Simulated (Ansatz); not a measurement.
**SnSe2: one atom moved over a plane**

This session takes SnSe2 and sets out to map the energy of atom 2 (Se) over a plane.

The COD entry's cell or inner coordinates are ideal or old and differ from later refinements, so a difference from it is no clean test against experiment.

Computed with Ansatz 0.2.0 (DFT PBEsol, scalar-relativistic, plane waves, PAW, unless a step's input says otherwise).

**1. The structure to begin with**

It takes space group P-3m1 (No. 164, trigonal). Conventional cell: a = 3.811 Å, b = 3.811 Å, c = 6.137 Å, α = 90.00°, β = 90.00°, γ = 120.00°. Sn (site symmetry -3m) is surrounded by 6 Se at 2.68 Å. Se (site symmetry 3m) is surrounded by 3 Sn at 2.68 Å.

Structure file:

```cif
data_structure
_symmetry_space_group_name_H-M 'P 1'
_symmetry_Int_Tables_number 1
_cell_length_a 3.8110
_cell_length_b 3.8110
_cell_length_c 6.1370
_cell_angle_alpha 90.000
_cell_angle_beta 90.000
_cell_angle_gamma 120.000
_cell_volume 77.19
loop_
_atom_site_label
_atom_site_type_symbol
_atom_site_fract_x
_atom_site_fract_y
_atom_site_fract_z
_atom_site_occupancy
Sn1 Sn 0.00000 0.00000 0.00000 1
Se1 Se 0.33333 0.66667 0.25000 1
Se2 Se 0.66667 0.33333 0.75000 1
```

The cell is taken as given, not relaxed at this level.

**2. Zero of energy**

The reference gives a free energy of -16799.1920 eV, pressure 2.24 GPa, largest force 0.537 eV/Å and gap on the mesh 0.63 eV. It was computed beforehand with the settings of the runs below.

**3. Next: one atom moved over a plane**

Atom 2 (Se) is moved by p along (1.000, 0.000, 0.000) and q along (0.000, 0.000, 1.000) (Å), all else fixed; its images in the other cells move with it. Points alike by symmetry are run once.

**4. Point p = -0.600, q = -0.600**

The input, input.yaml:

```yaml
crystal:
  lattice:
    - [3.8109987816, 0.0, 0.0]
    - [-1.9054993908, 3.3004217586, 0.0]
    - [0.0, 0.0, 6.137]
  atoms:
    - { symbol: Sn, position: [0.0, 0.0, 0.0] }
    - { symbol: Se, position: [0.1758942906, 0.6666666667, 0.1522323611] }
    - { symbol: Se, position: [0.6666666667, 0.3333333333, 0.75] }
basis:
  ecutwfc: 420
kpoints:
  mp_grid: { grid: [12, 12, 6] }
hamiltonian:
  xc: pbesol
scf:
  occupations: { method: gaussian, width: 0.05 }
output:
  forces: true
  stress: true
  eigenvalues: true
```

Launch:

```bash
ansatz run input.yaml --threads 1 --pin off --max-ram 2560MiB --backend cpu --events-out ev --progress --plain --runs-dir out
```

**5. At p = -0.600, q = 0.000**

Edit input.yaml of step 4 so:

```diff
@@ -7,3 +7,3 @@
     - { symbol: Sn, position: [0.0, 0.0, 0.0] }
-    - { symbol: Se, position: [0.1758942906, 0.6666666667, 0.1522323611] }
+    - { symbol: Se, position: [0.1758942906, 0.6666666667, 0.25] }
     - { symbol: Se, position: [0.6666666667, 0.3333333333, 0.75] }
```

**6. At p = -0.600, q = 0.600**

Edit input.yaml of step 5 so:

```diff
@@ -7,3 +7,3 @@
     - { symbol: Sn, position: [0.0, 0.0, 0.0] }
-    - { symbol: Se, position: [0.1758942906, 0.6666666667, 0.25] }
+    - { symbol: Se, position: [0.1758942906, 0.6666666667, 0.3477676389] }
     - { symbol: Se, position: [0.6666666667, 0.3333333333, 0.75] }
```

**7. At p = 0.000, q = -0.600**

Edit input.yaml of step 6 so:

```diff
@@ -7,3 +7,3 @@
     - { symbol: Sn, position: [0.0, 0.0, 0.0] }
-    - { symbol: Se, position: [0.1758942906, 0.6666666667, 0.3477676389] }
+    - { symbol: Se, position: [0.3333333333, 0.6666666667, 0.1522323611] }
     - { symbol: Se, position: [0.6666666667, 0.3333333333, 0.75] }
@@ -21 +21,5 @@
   eigenvalues: true
+  write_density: true
+  write_potential: true
+  elf: true
+  volumetric_format: npy
```

**8. At p = 0.000, q = 0.600**

Edit input.yaml of step 7 so:

```diff
@@ -7,3 +7,3 @@
     - { symbol: Sn, position: [0.0, 0.0, 0.0] }
-    - { symbol: Se, position: [0.3333333333, 0.6666666667, 0.1522323611] }
+    - { symbol: Se, position: [0.3333333333, 0.6666666667, 0.3477676389] }
     - { symbol: Se, position: [0.6666666667, 0.3333333333, 0.75] }
```

**9. p = -0.600, q = -0.300**

Edit input.yaml of step 8 so:

```diff
@@ -7,3 +7,3 @@
     - { symbol: Sn, position: [0.0, 0.0, 0.0] }
-    - { symbol: Se, position: [0.3333333333, 0.6666666667, 0.3477676389] }
+    - { symbol: Se, position: [0.1758942906, 0.6666666667, 0.2011161805] }
     - { symbol: Se, position: [0.6666666667, 0.3333333333, 0.75] }
@@ -21,5 +21 @@
   eigenvalues: true
-  write_density: true
-  write_potential: true
-  elf: true
-  volumetric_format: npy
```

**10. At p = -0.600, q = 0.300**

Edit input.yaml of step 9 so:

```diff
@@ -7,3 +7,3 @@
     - { symbol: Sn, position: [0.0, 0.0, 0.0] }
-    - { symbol: Se, position: [0.1758942906, 0.6666666667, 0.2011161805] }
+    - { symbol: Se, position: [0.1758942906, 0.6666666667, 0.2988838195] }
     - { symbol: Se, position: [0.6666666667, 0.3333333333, 0.75] }
```

(Steps that only read results are left out.)

What does the calculation give? Wanted: highest point; lowest point away from the origin.

**Answer**, as computed:

| quantity | value |
| --- | --- |
| highest point | 5.459 eV/cell at (p, q) = (-0.600, -0.600) |
| lowest point away from the origin | 0.444 eV/cell at (-0.600, 0.300) |

In words: The undisturbed cell is the lowest computed point. The gap on the mesh runs from 0.00 to 0.64 eV over the map. Where a structure here is layered, its layers are held mostly by dispersion, which this level lacks, so their spacing and the stiffness across them are unreliable there. Where forces pass 15 eV/Å atoms stand far too close, the PAW spheres overlap strongly and those numbers are rough.

Spin-orbit coupling is left out, though the cell holds Sn; it can move the gap.
